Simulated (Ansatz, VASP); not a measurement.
## C in VASP and in Ansatz

```
C
1.0
     1.22803    0.70900    3.34701
    -1.22803    0.70900    3.34701
     0.00000   -1.41800    3.34701
C
2
Direct
  0.16400 0.16400 0.16400
  0.83600 0.83600 0.83600
```

Alike in both runs: task single point; functional PBE; k mesh 6 × 6 × 6; occupations gaussian, width 0.1 eV; no spin polarisation.

|  | VASP | Ansatz |
| --- | --- | --- |
| version | VASP 6.6.1 | Ansatz 0.2.0 |
| potentials or method | VASP PAW PBE potentials, release 64 (C) | PAW, plane waves, scalar-relativistic |
| plane-wave cutoff (eV) | 520 | 420 |
| valence electrons in the cell | 8 | 8 |

|  | VASP | Ansatz | Ansatz less VASP |
| --- | --- | --- | --- |
| pressure (GPa) | 4.7 | 4.3 | -0.44 |
| largest component of the traceless stress (GPa) | 3.14 | 2.60 | -0.541 |
| rms of the force components (eV/Å) | 0.457 | 0.458 | +0.0016 |

Atom by atom the forces differ by 0.002 eV/Å (rms over components). With one functional, cell and mesh, what is left measures potentials, basis and numerics.

Caveats: the k mesh is coarse (spacing up to 0.50 Å⁻¹), so the values aren't converged.
